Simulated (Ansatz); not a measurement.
V:

```
CELL_PARAMETERS angstrom
-0.12455 2.04395 1.84256
1.87258 -0.01601 1.73660
1.84177 1.90685 0.01174
ATOMIC_POSITIONS crystal
V 0.98610 0.98318 0.01821
```

The cell isn't the ideal one: cell strained at random at fixed volume.

A run of Ansatz 0.2.0 on this cell left the log below. Logs are shortened: lines on timing, memory, paths and dates and some standing lists are left out, and cuts for length are marked.

```text
Warning: RAYON_NUM_THREADS=2 ignored (pool sized by the plan → 2); use --threads N
V: projections on atomic orbitals take those of the free atom 1s2 2s2 2p6 3s2 3p6 3d3 4s2, of charge +0.00 (hamiltonian.pseudopotentials.projection_atoms)
LAPW: plane waves up to 8.477 Å⁻¹, error target 1.0e-3 eV per atom; small_component_spin mean_spin; V in spheres of 1.277 Å, 13 of its electrons in bands, Dirac shells [] (how accurate: hamiltonian.pseudopotentials.lapw.basis_error, Limitations)
Engine: ansatz 0.2.0, x86_64-unknown-linux-gnu
Pseudopotentials: kind: all_electron
Pseudopotential: V, LAPW, valence charge 13, lapw/all_electron/scalar/gaussian/V, Koelling and Harmon's equation, gaussian nucleus
Functional definition: PBE
  parameter kappa = 0.804
  parameter beta = 0.06672455060314922
  exchange = pbe_x(kappa = kappa, mu = beta*pi^2/3)
  correlation = pbe_c(beta = beta)
Crystal: 1 atoms, lattice volume = 13.539 Å³
Basis set: ecut = 273.787546310741 eV, 143 PW (Γ), exchange–correlation at level 2
Bands: 12, of which v1, the nominal top of the filled ones, is band 7 counted from 1 (6 counted from 0)
Symmetry: 2 space group operations
Space group: P-1 (ITA 2), of the structure as read, at distance tolerance 2.4e-5 Å
Magnetic group: BNS 2.4 (UNI 4), of the structure as read, at distance tolerance 2.4e-5 Å
k-points: 794 of 1584
Non-local potential: V, projectors of the file, none
Initial density: superposition of atomic densities (chi_scale 0.1, normalization cell)
Starting moments: Σ|m| = 2 μB on 1 of 1 site
Initial wavefunctions: plane waves of lowest kinetic energy (no species holds an atomic orbital)
Functional: x = pbe(κ = 0.804, μ = 0.2195149727645171), c = pbe(β = 0.06672455060314922)
iter 1 solved again at ethr=4.12e-4 eV; its pass at ethr=1.00e-1 eV (dr2=5.36e-2 eV) is discarded
SCF iter   1: F=—  HF=-25832.158643 eV  |F-HF|=—  |Δ(HF+E_count)|=         —  Δρ=7.25e-2 (↑7.25e-2 ↓6.16e-2)  dr2=5.41e-2  dr2_m=5.40e-1  M=0.452 μB ∫|m|=0.452 μB  β_m=0.30  ethr=4.12e-4  ⟨swp⟩=2.9  Hψ=133449  notcnv=0
[... 17 lines left out ...]
SCF converged after 12 iterations
Magnetization: 0.0000 μB (6.5000 up, 6.5000 down)
Absolute magnetization: 0.0000 μB (∫|ρ↑−ρ↓|)
Spin contamination: 0.0000 ħ² per cell (⟨S²⟩ above its minimum at these occupations)
Per-site moments (μB) at R_I (Å): [(1.0430379884240892e-6, 1.2769677761421505)]
Free energy (F): -25831.892567 eV
Harris-Foulkes:  -25831.892567 eV  (|F-HF|=7.28e-12)
Internal energy: -25831.878514 eV  (E = F + TS)
E sigma→0 (E₀):  -25831.885541 eV
Entropy (-TS):   -0.014053 eV (-14.053 meV/atom)
Fermi energy:    17.217430 eV
--- Per-component energies (eV) ---
  E_band       = -138.574367
  E_kinetic    = 26107.436468
  E_xc         = -1236.512829
  E_electrostatic = -50702.802154  (all electrons and nuclei)
  E_smearing   = -0.014053  (= −TS)
  E_closure    = 0.000000  (closes the sum)
  E_atoms      = -25823.683572  (free atoms, spherical and without spin; not in F)
  Σ components = -25831.892567   (vs F -25831.892567, Δ=0.00e0)
  Basis errors (estimates in eV, not in F): energy 2.5e-4 per atom: plane waves 2.1e-4 (1.1e-4 summed), levels above the bands 4.4e-111, relativity 1.1e-8, radial functions 3.3e-5, core shells 1.8e-7; eigenvalues (radial functions only) 1.3e-6; not estimated: angular momenta, meshes, grids; target (lapw.basis_error) 1.0e-3; muffin-tin radii V 1.277 Å
--- Forces (eV/Å), atoms counted from 1 ---
  atom   1  V      0.00000000     0.00000000     0.00000000
  max |Σ_I F_I| component: 0.00e0 eV/Å
--- Stress (GPa, compression-positive) ---
        6.958543       2.452796       1.260974
        2.452796      11.177518      -2.128714
        1.260974      -2.128714      -7.525928
  P = ⅓ Tr σ = 3.5367 GPa (35.367 kbar)
--- Band table (eV; the first three rows and the last of 1588) ---
  k-point 0 ↑: bands = ["-46.7268", "-20.1491", "-19.9792", "-19.9355", "10.3900", "16.6587", "17.5894", "18.0488", "18.9190", "19.7629", "34.8563", "38.3694"]
  k-point 1 ↑: bands = ["-46.7128", "-20.1630", "-20.0387", "-19.9492", "10.6702", "16.7619", "17.5009", "18.1292", "18.8247", "19.6645", "35.0802", "38.5463"]
  k-point 2 ↑: bands = ["-46.6742", "-20.2554", "-20.1541", "-19.9768", "11.4558", "16.9336", "17.2143", "18.4290", "18.7152", "19.4573", "35.2929", "36.2546"]
  k-point 793 ↓: bands = ["-46.5910", "-20.8494", "-20.1216", "-19.9918", "14.0332", "16.7855", "17.1776", "18.0120", "20.2115", "20.9473", "25.5161", "35.0410"]
--- Löwdin populations: 1 site ---
  site symbol       q [e]    m [muB]
     0      V     22.8676     0.0000
  spilling = 0.005755 (of n_electrons = 23.000000)
```

Q: What input gives this log?

A: Single point with PBE, collinear spin, ferromagnetic start. The files as run (others can give the same):

input.yaml
```yaml
crystal:
  lattice:
    - [-0.124545, 2.043948, 1.842558]
    - [1.872575, -0.016013, 1.736604]
    - [1.841769, 1.906848, 0.011742]
  atoms:
    - { symbol: V, position: [-0.013901, -0.016825, 0.018207], spin: 2.0 }
kpoints:
  mp_grid: { grid: [11, 12, 12] }
scf:
  occupations: { method: fermi_dirac, width: 0.05 }
hamiltonian:
  xc: pbe
  pseudopotentials: { kind: all_electron, lapw: { basis_error: 0.001 } }
magnetization:
  spin_polarized: true
output:
  forces: true
  stress: true
  eigenvalues: true
  populations: true
```

Potentials or basis: all-electron LAPW, scalar-relativistic.
Command:
```sh
$ ansatz run input.yaml --threads 2 --pin off --max-ram 6144MiB --backend cpu --events-out ev --progress --plain --runs-dir out
```

Caveat: the starting moments weren't kept.
